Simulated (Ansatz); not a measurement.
# Ga (P2_1/m) in Ansatz: reference runs

Aim: a first look at Ga with PBEsol, on the cell as given and on a disturbed one, then over a range of volumes.

Program: Ansatz 0.2.0. These are calculated values, not measurements. Logs are shortened: lines on timing, memory, paths and dates and some standing lists are left out, and cuts for length are marked.

## Step 1: Starting point

Symmetry: P2_1/m, No. 11, monoclinic system. Conventional cell: a = 2.778 Å, b = 3.282 Å, c = 4.210 Å, α = 90.00°, β = 108.61°, γ = 90.00°. Ga (site symmetry m) has 8 Ga at 2.71 to 2.84 Å as nearest neighbours.

This isn't the form of Ga at room conditions, which is orthorhombic.

## Step 2: Single point, PBEsol

input.yaml reads:

```yaml
crystal:
  lattice:
    - [2.7784220849, 0.0, 0.0]
    - [0.0, 3.28160879, 0.0]
    - [-1.3434310986, 0.0, 3.9902731763]
  atoms:
    - { symbol: Ga, position: [0.13459627, 0.75, 0.77016683] }
    - { symbol: Ga, position: [0.86540373, 0.25, 0.22983317] }
hamiltonian:
  xc: pbesol
  pseudopotentials: { kind: paw }
kpoints:
  mp_grid: { grid: [10, 8, 7] }
scf:
  occupations: { method: fermi_dirac, width: 0.05 }
output:
  forces: true
  stress: true
  eigenvalues: true
```

Potentials or basis: Ansatz PAW.

On the command line:

```sh
$ ansatz run input.yaml --threads 2 --pin off --max-ram 5632MiB --backend cpu --events-out ev --progress --plain --runs-dir out
```

Log:

```text
Warning: RAYON_NUM_THREADS=2 ignored (pool sized by the plan → 2); use --threads N
Engine: ansatz 0.2.0, aarch64-unknown-linux-gnu
Pseudopotentials: kind: paw
Pseudopotential: Ga, paw, valence charge 13, recommended cutoff 420 eV (normal), Ga.paw.azcp
Functional definition: PBEsol
  exchange = pbesol_x
  correlation = pbesol_c
Crystal: 2 atoms, lattice volume = 36.382 Å³
Basis set: ecut = 420 eV, 699 PW (Γ), exchange–correlation on 40×48×60 points (8 copies of the dense FFT grid, shifted against one another)
Bands: 17, of which v1, the nominal top of the filled ones, is band 13 counted from 1 (12 counted from 0)
Symmetry: 4 space group operations
Space group: P21/m (ITA 11), of the structure as read, at distance tolerance 3.3e-5 Å
k-points: 180 of 560
Non-local potential: Ga, projectors of the file, l = 0: 2, l = 1: 2, l = 2: 3, l = 3: 1
PAW form: soft (Blöchl's): semilocal exchange-correlation on the pseudo side does not see the compensation charge
PAW frozen core: Ga, regenerated for the run's functional, and the local potential with it (the file was generated under x = pbe(κ = 0.804, μ = 0.2195149727645171), c = pbe(β = 0.06672455060314922))
PAW one-centre angular grid: Ga, 590 points (default); XC on 64 Gauss nodes
Initial density: superposition of atomic densities (neutral atoms: chi_scale 0, normalization atom), corrected by the library's trained network
Initial wavefunctions: pseudopotential atomic-orbital guess
Functional: x = pbesol(κ = 0.804, μ = 0.12345679012345678), c = pbesol(β = 0.046)
SCF iter   1: F=—  HF=-7486.394662 eV  |F-HF|=—  |Δ(HF+E_count)|=         —  Δρ=2.43e-3  dr2=1.39e-3  ethr=1.77e-3  ⟨swp⟩=5.6  Hψ=14126  notcnv=0
preconditioner: auto → none  [insulator: Δε(μ)=0.121 eV  Ē_g=17.243 eV  σ=0.050 eV  W_gap=0.50  n_scr=12 (ndim 8)  ℏωp=31.4 eV  f_vac=0.000  D(μ)=0.50/eV (n_scr^D=2)  ε∞_Penn≈4.3]
SCF iter   2: F=—  HF=-7486.393221 eV  |F-HF|=—  |Δ(HF+E_count)|=   1.44e-3  Δρ=8.13e-4  dr2=1.09e-4  ethr=5.33e-6  ⟨swp⟩=2.0  Hψ=6707  notcnv=0
SCF iter   3: F=—  HF=-7486.393249 eV  |F-HF|=—  |Δ(HF+E_count)|=   2.85e-5  Δρ=3.98e-4  dr2=2.22e-5  ethr=4.20e-7  ⟨swp⟩=2.0  Hψ=3721  notcnv=0
SCF iter   4: F=—  HF=-7486.393261 eV  |F-HF|=—  |Δ(HF+E_count)|=   1.19e-5  Δρ=7.30e-5  dr2=2.71e-6  ethr=8.55e-8  ⟨swp⟩=2.0  Hψ=3466  notcnv=0
iter 5 did not close the SCF: its close was put off for the readings that it lacked (scf_convergence_deferred on its scf_iter line)
SCF iter   5: F=-7486.393260 eV  HF=-7486.393260 eV  |F-HF|=7.65e-8  |Δ(HF+E_count)|=   8.28e-7  Δρ=1.38e-5  dr2=4.26e-8  ethr=1.04e-8  ⟨swp⟩=2.0  Hψ=5371  notcnv=0
SCF iter   6: F=-7486.393260 eV  HF=-7486.393260 eV  |F-HF|=9.14e-9  |Δ(HF+E_count)|=   2.59e-8  Δρ=6.27e-6  dr2=5.93e-9  ethr=1.64e-10  ⟨swp⟩=2.5  Hψ=11926  notcnv=0
SCF 1 converged in 6 iterations: F = -7486.393260 eV  dr2 = 5.93e-9
SCF converged after 6 iterations
Free energy (F): -7486.393260 eV
Harris-Foulkes:  -7486.393260 eV  (|F-HF|=9.14e-9)
Internal energy: -7486.389122 eV  (E = F + TS)
E sigma→0 (E₀):  -7486.391191 eV
Entropy (-TS):   -0.004138 eV (-2.069 meV/atom)
Fermi energy:    9.997112 eV
--- Per-component energies (eV) ---
  E_band       = -64.861803
  E_kinetic    = 230.776888
  E_local      = -3566.362510  (includes V_loc(G=0)·N_el)
  E_nonlocal   = 847.115106
  E_hartree    = 1676.613627
  E_xc         = -138.166334
  E_vxc        = -117.333705  (∫ρ·V_xc dr)
  E_paw        = -3892.976023  (= ΣΔE_a)
  E_vpaw       = -812.290429  (= ΣTr[D̂ρ^β])
  E_aug_tail   = -0.000213  (compensation charges beyond the density's cutoff)
  E_ewald      = -2645.115619
  E_core_change = 1.725956  (= ΣΔE_core)
  E_smearing   = -0.004138  (= −TS)
  E_closure    = -0.000000  (closes the sum)
  Σ components = -7486.393260   (vs F -7486.393260, Δ=0.00e0)
--- Forces (eV/Å), atoms counted from 1 ---
  atom   1  Ga    -0.00886880    -0.00000000    -0.07022207
  atom   2  Ga     0.00886880     0.00000000     0.07022207
  max |Σ_I F_I| component: 1.73e-18 eV/Å
--- Stress (GPa, compression-positive) ---
       -0.050253       0.000000      -0.407364
        0.000000      -1.725924       0.000000
       -0.407364       0.000000      -0.255430
  P = ⅓ Tr σ = -0.6772 GPa (-6.772 kbar)
--- Band table (eV; the first three rows and the last of 180) ---
  k-point 0: bands = ["-5.1221", "-5.1117", "-5.0564", "-5.0478", "-4.7885", "-4.7858", "-4.7308", "-4.7230", "-4.7202", "-4.5799", "-1.3974", "7.9248", "8.5522", "11.8177", "15.5978", "19.1706", "20.3269"]
  k-point 1: bands = ["-5.1296", "-5.0883", "-5.0736", "-5.0020", "-4.8144", "-4.7970", "-4.7345", "-4.7119", "-4.7027", "-4.6090", "-1.2057", "5.7470", "10.9695", "12.0415", "15.8809", "18.4133", "19.2354"]
  k-point 2: bands = ["-5.1606", "-5.0304", "-5.0218", "-4.9577", "-4.8469", "-4.8150", "-4.7764", "-4.6956", "-4.6867", "-4.6653", "-0.6316", "3.6253", "12.6968", "13.5897", "16.9122", "17.2214", "17.6301"]
  k-point 179: bands = ["-5.0851", "-5.0851", "-5.0166", "-5.0166", "-4.8017", "-4.8017", "-4.7340", "-4.7340", "-4.6052", "-4.6052", "7.1501", "7.1501", "8.3853", "8.3853", "11.7151", "11.7151", "14.7502"]
```

It took 2.7 s on 2 threads of Arm Neoverse V2, shared host; peak memory 0.36 GiB.

Results:

```
Free energy            : -7486.3933 eV
Pressure               : -0.7 GPa
Largest force          : 0.071 eV/Å
Band gap on the k mesh : none (metal or under the smearing width)
```

Forces in eV/Å, atoms in the order of the input:
```
Ga  -0.009  0.000 -0.070
Ga   0.009  0.000  0.070
```

Caveat: the PAW data sets come from PBE, with cores solved anew for the run's functional, which leaves a small shift of forces and pressure.

## Step 3: Single point, PBEsol (atoms moved at random, drawn with an rms of 0.05 Å)

input.yaml: that of step 2 with these lines changed.

```diff
@@ -6,4 +6,4 @@
   atoms:
-    - { symbol: Ga, position: [0.13459627, 0.75, 0.77016683] }
-    - { symbol: Ga, position: [0.86540373, 0.25, 0.22983317] }
+    - { symbol: Ga, position: [0.131356, 0.747603, 0.767233] }
+    - { symbol: Ga, position: [0.85768, 0.25727, 0.22752] }
 hamiltonian:
```

Potentials or basis: Ansatz PAW.

On the command line:

```sh
$ ansatz run input.yaml --threads 2 --pin off --max-ram 5632MiB --backend cpu --events-out ev --progress --plain --runs-dir out
```

Log:

```text
Warning: RAYON_NUM_THREADS=2 ignored (pool sized by the plan → 2); use --threads N
Engine: ansatz 0.2.0, aarch64-unknown-linux-gnu
Pseudopotentials: kind: paw
Pseudopotential: Ga, paw, valence charge 13, recommended cutoff 420 eV (normal), Ga.paw.azcp
Functional definition: PBEsol
  exchange = pbesol_x
  correlation = pbesol_c
Crystal: 2 atoms, lattice volume = 36.382 Å³
Basis set: ecut = 420 eV, 699 PW (Γ), exchange–correlation on 40×48×60 points (8 copies of the dense FFT grid, shifted against one another)
Bands: 17, of which v1, the nominal top of the filled ones, is band 13 counted from 1 (12 counted from 0)
Symmetry: 2 space group operations
Space group: P-1 (ITA 2), of the structure as read, at distance tolerance 3.3e-5 Å
k-points: 282 of 560
Non-local potential: Ga, projectors of the file, l = 0: 2, l = 1: 2, l = 2: 3, l = 3: 1
PAW form: soft (Blöchl's): semilocal exchange-correlation on the pseudo side does not see the compensation charge
[... 32 lines left out ...]
  E_aug_tail   = -0.000216  (compensation charges beyond the density's cutoff)
  E_ewald      = -2645.138796
  E_core_change = 1.725956  (= ΣΔE_core)
  E_smearing   = -0.004165  (= −TS)
  E_closure    = -0.000000  (closes the sum)
  Σ components = -7486.392374   (vs F -7486.392374, Δ=0.00e0)
--- Forces (eV/Å), atoms counted from 1 ---
  atom   1  Ga    -0.01287043     0.05652807    -0.05965148
  atom   2  Ga     0.01287043    -0.05652807     0.05965148
  max |Σ_I F_I| component: 0.00e0 eV/Å
--- Stress (GPa, compression-positive) ---
       -0.076728       0.021150      -0.365066
        0.021150      -1.699136       0.007532
       -0.365066       0.007532      -0.228674
  P = ⅓ Tr σ = -0.6682 GPa (-6.682 kbar)
--- Band table (eV; the first three rows and the last of 282) ---
  k-point 0: bands = ["-5.1218", "-5.1127", "-5.0562", "-5.0475", "-4.7944", "-4.7791", "-4.7350", "-4.7204", "-4.7194", "-4.5798", "-1.3968", "7.9221", "8.5526", "11.8215", "15.5934", "19.1747", "20.3284"]
  k-point 1: bands = ["-5.1294", "-5.0917", "-5.0706", "-5.0019", "-4.8158", "-4.7955", "-4.7349", "-4.7135", "-4.7008", "-4.6087", "-1.2051", "5.7454", "10.9685", "12.0453", "15.8763", "18.4151", "19.2408"]
  k-point 2: bands = ["-5.1606", "-5.0372", "-5.0153", "-4.9575", "-4.8476", "-4.8144", "-4.7778", "-4.6944", "-4.6869", "-4.6647", "-0.6304", "3.6232", "12.7005", "13.5873", "16.8949", "17.2425", "17.6310"]
  k-point 281: bands = ["-5.0842", "-5.0833", "-5.0161", "-5.0132", "-4.8060", "-4.8008", "-4.7361", "-4.7330", "-4.6083", "-4.6043", "7.0742", "7.2076", "8.3260", "8.4741", "11.6580", "11.7862", "14.6878"]
```

It took 4.3 s on 2 threads of Arm Neoverse V2, shared host; peak memory 0.41 GiB.

Results:

```
Free energy            : -7486.3924 eV
Pressure               : -0.7 GPa
Largest force          : 0.083 eV/Å
Band gap on the k mesh : none (metal or under the smearing width)
```

Forces in eV/Å, atoms in the order of the input:
```
Ga  -0.013  0.057 -0.060
Ga   0.013 -0.057  0.060
```

Caveat: the PAW data sets come from PBE, with cores solved anew for the run's functional, which leaves a small shift of forces and pressure.

## Step 4: Single point, PBEsol, 17.10 Å³/atom (volume scaled by 0.94)

input.yaml reads:

```yaml
crystal:
  lattice:
    - [2.7217036785, 0.0, 0.0]
    - [0.0, 3.2146183849, 0.0]
    - [-1.3160064422, 0.0, 3.9088161735]
  atoms:
    - { symbol: Ga, position: [0.13459627, 0.75, 0.77016683] }
    - { symbol: Ga, position: [0.86540373, 0.25, 0.22983317] }
hamiltonian:
  xc: pbesol
  pseudopotentials: { kind: paw }
kpoints:
  mp_grid: { grid: [10, 8, 7] }
scf:
  occupations: { method: fermi_dirac, width: 0.05 }
output:
  forces: true
  stress: true
  eigenvalues: true
  write_density: true
  write_potential: true
  elf: true
  volumetric_format: npy
```

On the command line:

```sh
$ ansatz run input.yaml --threads 2 --pin off --max-ram 5632MiB --backend cpu --events-out ev --progress --plain --runs-dir out
```

Run time: 4.3 s. Hardware: 2 threads of Arm Neoverse V2, shared host; peak memory 0.36 GiB.

It converged, with:

```
Free energy            : -7486.3760 eV
Pressure               : 3.4 GPa
Largest force          : 0.095 eV/Å
Band gap on the k mesh : none (metal or under the smearing width)
```

Caveat: the PAW data sets come from PBE, with cores solved anew for the run's functional, which leaves a small shift of forces and pressure.

## Step 5: Single point, PBEsol, 17.46 Å³/atom (volume scaled by 0.96)

input.yaml: that of step 4 with these lines changed.

```diff
@@ -2,5 +2,5 @@
   lattice:
-    - [2.7217036785, 0.0, 0.0]
-    - [0.0, 3.2146183849, 0.0]
-    - [-1.3160064422, 0.0, 3.9088161735]
+    - [2.7408712373, 0.0, 0.0]
+    - [0.0, 3.2372572885, 0.0]
+    - [-1.3252743986, 0.0, 3.9363439549]
   atoms:
```

On the command line:

```sh
$ ansatz run input.yaml --threads 2 --pin off --max-ram 5632MiB --backend cpu --events-out ev --progress --plain --runs-dir out
```

It took 4.4 s on 2 threads of Arm Neoverse V2, shared host; peak memory 0.36 GiB.

Results (log left out):

| Quantity | Value |
| --- | --- |
| Free energy | -7486.3881 eV |
| Pressure | 1.9 GPa |
| Largest force | 0.087 eV/Å |
| Band gap on the k mesh | none (metal or under the smearing width) |

Caveat: the PAW data sets come from PBE, with cores solved anew for the run's functional, which leaves a small shift of forces and pressure.

## Step 6: Single point, PBEsol, 17.83 Å³/atom (volume scaled by 0.98)

input.yaml: that of step 5 with these lines changed.

```diff
@@ -2,5 +2,5 @@
   lattice:
-    - [2.7408712373, 0.0, 0.0]
-    - [0.0, 3.2372572885, 0.0]
-    - [-1.3252743986, 0.0, 3.9363439549]
+    - [2.7597743949, 0.0, 0.0]
+    - [0.0, 3.2595839063, 0.0]
+    - [-1.3344145108, 0.0, 3.9634920125]
   atoms:
```

Potentials or basis: Ansatz PAW.

On the command line:

```sh
$ ansatz run input.yaml --threads 2 --pin off --max-ram 5632MiB --backend cpu --events-out ev --progress --plain --runs-dir out
```

It took 3.8 s on 2 threads of Arm Neoverse V2, shared host; peak memory 0.37 GiB.

Results (log left out):

```yaml
Free_energy: -7486.3936 eV
Pressure: 0.5 GPa
Largest_force: 0.079 eV/Å
Band_gap_on_the_k_mesh: none (metal or under the smearing width)
```

Caveat: the PAW data sets come from PBE, with cores solved anew for the run's functional, which leaves a small shift of forces and pressure.

## Step 7: Single point, PBEsol, 18.19 Å³/atom

input.yaml: that of step 6 with these lines changed.

```diff
@@ -2,5 +2,5 @@
   lattice:
-    - [2.7597743949, 0.0, 0.0]
-    - [0.0, 3.2595839063, 0.0]
-    - [-1.3344145108, 0.0, 3.9634920125]
+    - [2.7784220849, 0.0, 0.0]
+    - [0.0, 3.28160879, 0.0]
+    - [-1.3434310986, 0.0, 3.9902731763]
   atoms:
@@ -19,5 +19 @@
   eigenvalues: true
-  write_density: true
-  write_potential: true
-  elf: true
-  volumetric_format: npy
```

On the command line:

```sh
$ ansatz run input.yaml --threads 2 --pin off --max-ram 5632MiB --backend cpu --events-out ev --progress --plain --runs-dir out
```

Wall time 2.7 s (2 threads of Arm Neoverse V2, shared host); peak memory 0.36 GiB.

Results (log left out):

| Quantity | Value |
| --- | --- |
| Free energy | -7486.3933 eV |
| Pressure | -0.7 GPa |
| Largest force | 0.071 eV/Å |
| Band gap on the k mesh | none (metal or under the smearing width) |

Caveat: the PAW data sets come from PBE, with cores solved anew for the run's functional, which leaves a small shift of forces and pressure.

## Step 8: Single point, PBEsol, 18.55 Å³/atom (volume scaled by 1.02)

input.yaml: that of step 7 with these lines changed.

```diff
@@ -2,5 +2,5 @@
   lattice:
-    - [2.7784220849, 0.0, 0.0]
-    - [0.0, 3.28160879, 0.0]
-    - [-1.3434310986, 0.0, 3.9902731763]
+    - [2.7968227674, 0.0, 0.0]
+    - [0.0, 3.3033419319, 0.0]
+    - [-1.3523282526, 0.0, 4.0166995966]
   atoms:
```

On the command line:

```sh
$ ansatz run input.yaml --threads 2 --pin off --max-ram 5632MiB --backend cpu --events-out ev --progress --plain --runs-dir out
```

Wall time 2.9 s (2 threads of Arm Neoverse V2, shared host); peak memory 0.37 GiB.

Results (log left out):

* Free energy: -7486.3877 eV
* Pressure: -1.7 GPa
* Largest force: 0.063 eV/Å
* Band gap on the k mesh: none (metal or under the smearing width)

Caveat: the PAW data sets come from PBE, with cores solved anew for the run's functional, which leaves a small shift of forces and pressure.

## Step 9: Single point, PBEsol, 18.92 Å³/atom (volume scaled by 1.04)

input.yaml: that of step 8 with these lines changed.

```diff
@@ -2,5 +2,5 @@
   lattice:
-    - [2.7968227674, 0.0, 0.0]
-    - [0.0, 3.3033419319, 0.0]
-    - [-1.3523282526, 0.0, 4.0166995966]
+    - [2.8149844631, 0.0, 0.0]
+    - [0.0, 3.3247928052, 0.0]
+    - [-1.3611098509, 0.0, 4.0427827924]
   atoms:
@@ -19 +19,5 @@
   eigenvalues: true
+  write_density: true
+  write_potential: true
+  elf: true
+  volumetric_format: npy
```

Potentials or basis: Ansatz PAW.

On the command line:

```sh
$ ansatz run input.yaml --threads 2 --pin off --max-ram 5632MiB --backend cpu --events-out ev --progress --plain --runs-dir out
```

Run time: 3.8 s. Hardware: 2 threads of Arm Neoverse V2, shared host; peak memory 0.37 GiB.

It converged, with:

| Quantity | Value |
| --- | --- |
| Free energy | -7486.3776 eV |
| Pressure | -2.7 GPa |
| Largest force | 0.055 eV/Å |
| Band gap on the k mesh | none (metal or under the smearing width) |

Caveat: the PAW data sets come from PBE, with cores solved anew for the run's functional, which leaves a small shift of forces and pressure.

## Step 10: Single point, PBEsol, 19.28 Å³/atom (volume scaled by 1.06)

input.yaml: that of step 9 with these lines changed.

```diff
@@ -2,5 +2,5 @@
   lattice:
-    - [2.8149844631, 0.0, 0.0]
-    - [0.0, 3.3247928052, 0.0]
-    - [-1.3611098509, 0.0, 4.0427827924]
+    - [2.8329147839, 0.0, 0.0]
+    - [0.0, 3.3459704005, 0.0]
+    - [-1.3697795742, 0.0, 4.0685336955]
   atoms:
```

On the command line:

```sh
$ ansatz run input.yaml --threads 2 --pin off --max-ram 5632MiB --backend cpu --events-out ev --progress --plain --runs-dir out
```

It took 3.9 s on 2 threads of Arm Neoverse V2, shared host; peak memory 0.37 GiB.

The run converged. Its results:

```
Free energy            : -7486.3632 eV
Pressure               : -3.6 GPa
Largest force          : 0.048 eV/Å
Band gap on the k mesh : none (metal or under the smearing width)
```

Caveat: the PAW data sets come from PBE, with cores solved anew for the run's functional, which leaves a small shift of forces and pressure.

## Step 11: Equation of state, PBEsol

Potentials or basis: Ansatz PAW.

This step only gathers the single runs of the series.

What came out:

```
Equilibrium volume                        : 17.98 Å³/atom
Bulk modulus at fixed shape and positions : 60 GPa
Pressure derivative of the bulk modulus   : 4.8
```

Energy against volume, from the lowest point:
```tsv
volume (Å³/atom)	energy (meV/atom)
17.100	8.81
17.463	2.76
17.827	0.00
18.191	0.19
18.555	2.96
18.919	8.03
19.283	15.20
```

Caveat: the cell was scaled at fixed shape and fractional positions, which overstates the stiffness of a crystal with free parameters, most of all of layers and chains.

## Step 12: Overview

| task | cell | gap on the mesh (eV) | pressure (GPa) | largest force (eV/Å) |
| --- | --- | --- | --- | --- |
| single point | as given | none | -0.7 | 0.07 |
| single point | atoms moved at random, drawn with an rms of 0.05 Å | none | -0.7 | 0.08 |
| equation of state | as given | - | - | - |

Alike in all rows: level PBEsol; potentials or basis Ansatz PAW; no spin polarisation; k mesh 10 × 8 × 7; cutoff (eV) 420; smearing fermi-dirac 0.05 eV.

Caveats: the PAW data sets come from PBE, with cores solved anew for the run's functional, which leaves a small shift of forces and pressure (some runs); the cell was scaled at fixed shape and fractional positions, which overstates the stiffness of a crystal with free parameters, most of all of layers and chains (some runs).

Total energies depend on the potentials used, so only differences within one code and one set of settings carry meaning.
